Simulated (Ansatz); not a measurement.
# TiTe2 (P-3m1) in Ansatz: notebook, part 2 of 2

Ansatz 0.2.0. The steps go on from the part before.

### Step 4. Single point, r2SCAN50

The input, input:

```
crystal:
  lattice:
    - [3.777, 0.0, 0.0]
    - [-1.8885, 3.2709779501, 0.0]
    - [0.0, 0.0, 6.498]
  atoms:
    - { symbol: Te, position: [0.3333333333, 0.6666666667, 0.7372] }
    - { symbol: Te, position: [0.6666666667, 0.3333333333, 0.2628] }
    - { symbol: Ti, position: [0.0, 0.0, 0.0] }
hamiltonian:
  xc: r2scan50
  pseudopotentials: { kind: paw }
kpoints:
  mp_grid: { grid: [4, 4, 2] }
scf:
  occupations: { method: fermi_dirac, width: 0.05 }
output:
  forces: true
  stress: true
  eigenvalues: true
```

Potentials or basis: Ansatz PAW.

Log:

```text
Warning: output.stress: scf.convergence.dr2_threshold = 1e-7 eV (the SCF's general default) is looser than the 3e-10 eV advised for a printed stress (1e-10 eV for each atom of the cell: 3). What an SCF threshold leaves in a stress goes as its square root, and in the free energy as the threshold itself, and one threshold admits the most on a small cell: of the crystals measured, under no hybrid functional and no lock of the moments, on runs that ended without the residual-converged pass, on stresses that held no estimate of that error, the worst erred by over 100 MPa in a component at 1e-7 eV an atom and by under 5 at 1e-10. Set scf.convergence.dr2_threshold to 3e-10 eV or tighter. The threshold is an SCF's pass mark: one that does not reach it within its budget of iterations ends unconverged, or closes short of it on a stop that the run arms, and scf.convergence.dr2_threshold's page says what that costs each kind of run
Warning: output.stress: scf.exx.energy_threshold = 1e-6 eV is looser than the 3e-8 eV advised for a stress under a hybrid functional (1e-8 eV for each atom of the cell: 3). Every SCF of the exchange loop can meet its threshold on dr2 while the loop round them stops early: no threshold on dr2 bounds what that leaves in the stress. Set scf.exx.energy_threshold to 3e-8 eV or tighter. The threshold is the loop's pass mark: a loop that does not reach it within its budget of cycles ends unconverged, and scf.exx.energy_threshold's page has the law
GPUs: using 1 of 1 available (devices: 1).
Engine: ansatz 0.2.0, x86_64-unknown-linux-gnu
Pseudopotentials: kind: paw
Pseudopotential: Te, paw, valence charge 16, recommended cutoff 500 eV (meta_gga), Te.paw.azcp
Pseudopotential: Ti, paw, valence charge 12, recommended cutoff 500 eV (meta_gga), Ti.paw.azcp
Functional definition: r2SCAN50
  parameter a = 0.5
  parameter k0 = 0.174
  parameter k1 = 0.065
  parameter a1 = 4.9479
  exchange = (1 - a)*r2scan_x(k0 = k0, k1 = k1, a1 = a1) + a*exact_x
  correlation = r2scan_c
device memory: the entry about to start is reckoned to put 1.4 GiB on a device that reports 34.1 GiB free (of which the cap on the GPU budget leaves the run 18.0 GiB)
GPU FFT provider: cuFFT
GPU libraries: cuBLAS 13.8.2, cuFFT 12.4.0, cuSOLVER 12.3.4
Crystal: 3 atoms, lattice volume = 80.279 Å³
Basis set: ecut = 500 eV, 2027 PW (Γ), exchange–correlation on 120×120×192 points (64 copies of the dense FFT grid, shifted against one another)
Bands: 27, of which v1, the nominal top of the filled ones, is band 22 counted from 1 (21 counted from 0)
Symmetry: 12 space group operations
Space group: P-3m1 (ITA 164), of the structure as read, at distance tolerance 4.3e-5 Å
k-points: 8 of 32
Non-local potential: Te, projectors of the file, l = 0: 2, l = 1: 2, l = 2: 2, l = 3: 2
Non-local potential: Ti, projectors of the file, l = 0: 3, l = 1: 2, l = 2: 3, l = 3: 1
PAW form: soft (Blöchl's): semilocal exchange-correlation on the pseudo side does not see the compensation charge
PAW frozen core: Te, regenerated for the run's functional, and the local potential with it (the file was generated under x = pbe(κ = 0.804, μ = 0.2195149727645171), c = pbe(β = 0.06672455060314922))
PAW frozen core: Ti, regenerated for the run's functional, and the local potential with it (the file was generated under x = pbe(κ = 0.804, μ = 0.2195149727645171), c = pbe(β = 0.06672455060314922))
PAW one-centre angular grid: Te, 590 points (default); XC on 160 Gauss nodes
PAW one-centre angular grid: Ti, 590 points (default); XC on 160 Gauss nodes
Initial density: superposition of atomic densities (neutral atoms: chi_scale 0, normalization atom), corrected by the library's trained network
Initial wavefunctions: pseudopotential atomic-orbital guess
GPU buffer pool allocated for 43200 grid points (all kernels)
GPU transforms: local potential: pruned to the plane-wave sphere, on 27×27×48; band sums: pruned to the plane-wave sphere, on 30×30×48
Functional: x = r2scan, c = r2scan; τ floored in thin density (d = 2e-4 eV/Å³), warm-up for x = 0.5 r2scan + 0.5 exact, c = r2scan; τ floored in thin density (d = 2e-4 eV/Å³)
SCF iter   1: F=—  HF=-16496.439554 eV  |F-HF|=—  |Δ(HF+E_count)|=         —  Δρ=1.86e-2  dr2=5.61e-1  dr2_τ=1.95e-2  ethr=1.77e-3  ⟨swp⟩=5.2  Hψ=846  notcnv=0
preconditioner: auto → none  [insulator: Δε(μ)=0.135 eV  Ē_g=6.914 eV  σ=0.050 eV  W_gap=0.50  n_scr=22 (ndim 8)  ℏωp=16.6 eV  f_vac=0.013  D(μ)=1.19/eV (n_scr^D=2)]
SCF iter   2: F=—  HF=-16497.099132 eV  |F-HF|=—  |Δ(HF+E_count)|=   6.60e-1  Δρ=6.51e-2  dr2=8.17e0  dr2_τ=1.92e-1  ethr=1.27e-3  ⟨swp⟩=5.0  Hψ=646  notcnv=0  recentre
preconditioner: auto → Kerker (q_TF=auto, 2.468 Å⁻¹)  [metal: Δε(μ)=0.166 eV  Ē_g=6.025 eV  σ=0.050 eV  W_gap=0.49  n_scr=22 (ndim 8)  ℏωp=16.6 eV  f_vac=0.013  D(μ)=2.06/eV (n_scr^D=22)]
[... 203 lines left out ...]
Frozen-core exchange: fock
SCF iter   1: F=—  HF=-16493.790362 eV  |F-HF|=—  |Δ(HF+E_count)|=         —  Δρ=4.42e-6  dr2=2.98e-8  dr2_τ=7.97e-10  ethr=6.76e-10  ⟨swp⟩=3.9  Hψ=510  notcnv=0
SCF iter   2: F=—  HF=-16493.790362 eV  |F-HF|=—  |Δ(HF+E_count)|=  4.58e-10  Δρ=2.33e-6  dr2=9.26e-9  dr2_τ=3.89e-10  ethr=5.32e-11  ⟨swp⟩=3.1  Hψ=464  notcnv=0
SCF iter   3: F=—  HF=-16493.790362 eV  |F-HF|=—  |Δ(HF+E_count)|=  1.67e-10  Δρ=1.37e-6  dr2=5.98e-10  dr2_τ=3.48e-11  ethr=1.59e-11  ⟨swp⟩=3.0  Hψ=419  notcnv=0
SCF iter   4: F=—  HF=-16493.790362 eV  |F-HF|=—  |Δ(HF+E_count)|=  3.57e-10  Δρ=6.06e-7  dr2=7.41e-10  dr2_τ=1.63e-11  ethr=1.03e-12 (applied; sched 1.01e-12)  ⟨swp⟩=4.0  Hψ=603  notcnv=0
SCF iter   5: F=-16493.790362 eV  HF=-16493.790362 eV  |F-HF|=3.27e-10  |Δ(HF+E_count)|=  8.73e-11  Δρ=3.55e-7  dr2=3.84e-10  dr2_τ=4.49e-12  ethr=1.01e-12  ⟨swp⟩=4.0  Hψ=470  notcnv=0
SCF 11 converged in 5 iterations: F = -16493.790362 eV  dr2 = 3.84e-10
  Residual-converged pass: ⟨swp⟩=3.6  Hψ=518  notcnv=0  max |occ|·‖R‖ = 2.6e-7 eV (tolerance 2.7e-7 eV)  dr2=3.91e-10  dr2_τ=4.61e-12  dr2_onsite=9.63e-12  max |Δocc| = 4.4e-16
hybrid outer 3: dexx = +1.152e-8 eV, tail = 9.07e-10 eV, Δε = 2.22e-4 eV (about 3.83e-5 eV left of the loop's levels), ΔF = 3.35e-4 eV/Å (tail 2.54e-4)
hybrid SCF converged: 3 outer / 25 inner (+0 warm-up), last move |dexx| = 1.15e-8 eV, tail = 9.07e-10 eV
Stability not checked: this state was not tested for a lower state beside it, because the functional holds exact exchange (a hybrid, or Hartree-Fock), whose exchange loop this test does not read (fock_operator; see scf.lower_state_search)
Free energy (F): -16493.790362 eV
Frozen-core exchange: fock
Harris-Foulkes:  -16493.790362 eV  (|F-HF|=3.27e-10)
Internal energy: -16493.784390 eV  (E = F + TS)
E sigma→0 (E₀):  -16493.787376 eV
Entropy (-TS):   -0.005972 eV (-1.991 meV/atom)
Fermi energy:    10.549678 eV
--- Per-component energies (eV) ---
  E_band       = -915.033810
  E_kinetic    = 632.383573
  E_local      = -3407.453236  (includes V_loc(G=0)·N_el)
  E_nonlocal   = -622.853611
  E_hartree    = 1988.763306
  E_xc         = -181.109378
  E_vxc        = -189.730133  (∫ρ·V_xc dr)
  E_exx        = -296.318567  (= α·E_x^exact, valence–valence)
  E_paw        = -10273.510427  (= ΣΔE_a)
  E_vpaw       = -719.293102  (= ΣTr[D̂ρ^β])
  E_aug_tail   = 0.000000  (compensation charges beyond the density's cutoff)
  E_vtau       = 7.023675  (kinetic-family band-sum trace: ∫τ·v_τ [+ j·A + Jᵃ·Aᵃ] dr)
  E_ewald      = -4332.941691
  E_core_change = -0.744360  (= ΣΔE_core)
  E_smearing   = -0.005972  (= −TS)
  E_closure    = -0.000000  (closes the sum)
  Σ components = -16493.790362   (vs F -16493.790362, Δ=0.00e0)
--- Forces (eV/Å), atoms counted from 1 ---
  atom   1  Te     0.00000000    -0.00000000     0.66610735
  atom   2  Te    -0.00000000     0.00000000    -0.66610735
  atom   3  Ti     0.00000000     0.00000000     0.00000000
  max |Σ_I F_I| component: 1.11e-16 eV/Å
--- Stress (GPa, compression-positive) ---
        0.316743       0.000000      -0.000000
       -0.000000       0.316743       0.000000
       -0.000000      -0.000000      -1.388145
  P = ⅓ Tr σ = -0.2516 GPa (-2.516 kbar)
--- Band table (eV; the first three rows and the last of 8) ---
  k-point 0: bands = ["-59.4313", "-32.8253", "-32.8253", "-32.7978", "-32.7978", "-32.7736", "-32.7736", "-32.7727", "-32.7727", "-32.7621", "-32.7605", "-31.9871", "-31.9457", "-31.9457", "-6.3401", "-4.3618", "2.2423", "6.3609", "6.3609", "9.6588", "11.5234", "11.5234", "12.0581", "12.0581", "12.3289", "14.6824", "14.6824"]
  k-point 1: bands = ["-59.4312", "-32.8281", "-32.8281", "-32.7958", "-32.7958", "-32.7722", "-32.7722", "-32.7709", "-32.7709", "-32.7618", "-32.7612", "-31.9856", "-31.9459", "-31.9459", "-5.7379", "-5.3167", "4.7953", "5.6969", "6.5051", "6.5051", "10.0701", "10.0701", "12.0787", "12.0787", "13.1402", "15.3329", "15.3329"]
  k-point 2: bands = ["-59.4292", "-32.8234", "-32.8206", "-32.8095", "-32.7917", "-32.7789", "-32.7756", "-32.7715", "-32.7683", "-32.7588", "-32.7565", "-31.9921", "-31.9636", "-31.9534", "-5.5027", "-3.9847", "3.2728", "4.9547", "5.8981", "6.4013", "8.3031", "8.3256", "11.8538", "13.3342", "13.3827", "14.4418", "14.6955"]
  k-point 7: bands = ["-59.4268", "-32.8341", "-32.8141", "-32.8008", "-32.7934", "-32.7794", "-32.7766", "-32.7721", "-32.7713", "-32.7544", "-32.7534", "-32.0173", "-31.9793", "-31.9392", "-3.9836", "-3.9083", "3.4326", "3.5868", "5.3839", "5.6031", "6.5418", "6.5670", "12.6964", "12.8486", "13.3814", "14.1699", "14.6426"]
```

It took 31 s on 1 × NVIDIA H100 80GB HBM3 with 2 threads of AMD EPYC 7R13 (Zen 3), shared host; peak memory 2 GiB.

What came out:

* Free energy: -16493.7904 eV
* Pressure: -0.3 GPa
* Largest force: 0.666 eV/Å
* Band gap on the k mesh: none (metal or under the smearing width)

Forces in eV/Å, atoms in the order of the input:
```
Te   0.000  0.000  0.666
Te   0.000  0.000 -0.666
Ti   0.000  0.000  0.000
```

Caveat: the k mesh is coarse (spacing up to 0.48 Å⁻¹), so the values aren't converged, least of all with exact exchange; the PAW data sets come from PBE, with cores solved anew for the run's functional, which leaves a small shift of forces and pressure; the thresholds are loose for stress. Spin-orbit coupling is left out, which matters for the levels of Te.

### Step 5. Overview

| level | gap on the mesh (eV) | pressure (GPa) | largest force (eV/Å) |
| --- | --- | --- | --- |
| r2SCAN0 | none | -0.5 | 0.41 |
| r2SCANh | none | 0.3 | 0.27 |
| r2SCAN50 | none | -0.3 | 0.67 |

Alike in all rows: task single point; potentials or basis Ansatz PAW; no spin polarisation; cell as given; k mesh 4 × 4 × 2; cutoff (eV) 500; smearing fermi-dirac 0.05 eV; the mesh is coarse, so values aren't converged.

Caveats: all runs use coarse meshes; the PAW data sets come from PBE, with cores solved anew for the run's functional, which leaves a small shift of forces and pressure; the thresholds are loose for stress.

Total energies depend on the potentials used, so only differences within one code and one set of settings carry meaning.
